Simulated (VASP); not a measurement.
Input of a VASP 6.6.1 run:

The input INCAR:

```
ALGO     = Fast           # electronic algorithm
DIPOL    = 0.5 0.5 0.342
EDIFF    = 1E-7           # SCF threshold, eV
ENCUT    = 520            # plane-wave cutoff, eV
GGA      = PE             # functional
IDIPOL   = 3            
ISIF     = 2              # what is computed and relaxed
ISMEAR   = 0              # smearing method
IVDW     = 13             # dispersion correction
LASPH    = True           # aspherical terms in the spheres
LCHARG   = False          # write CHGCAR
LDIPOL   = True         
LREAL    = False          # projectors in reciprocal space
LWAVE    = False          # write WAVECAR
NBANDS   = 16             # bands
NELM     = 60             # most SCF steps
PREC     = Accurate       # precision mode
SIGMA    = 0.1            # smearing width, eV
```

Contents of KPOINTS:

```
k-points
0
Gamma
  9 9 1
```

Contents of POSCAR:

```
Si
1.0
    3.8472023606      0.0000000000      0.0000000000
   -1.9236011803      3.3317749778      0.0000000000
    0.0000000000      0.0000000000     18.4446971381
Si
4
Direct
    0.3333333333      0.6666666667      0.2856104966
    0.6666666667      0.3333333333      0.2439725611
    0.8333333333      1.0000000000      0.4406218086
    0.5000000000      1.3333333333      0.3977631155
```

Potentials or basis: VASP PAW PBE potentials, release 64 (Si).

Command:

```bash
$ cat potpaw_PBE.64/Si/POTCAR > POTCAR
$ mpirun -np 1 vasp_std > vasp.out
```

Problem. Estimate the band gap on the k mesh.

Solution. 0.10 eV, indirect (least direct gap 0.51 eV).

Problem. What does it give for the largest force?

Solution. 0.453 eV/Å.

Forces on the atoms (eV/Å):
```
Si   0.203 -0.150 -0.001
Si   0.110 -0.035 -0.005
Si   0.093 -0.003 -0.060
Si  -0.406  0.188  0.066
```

A hybrid or GW would open this gap; PBE tends to underestimate it.
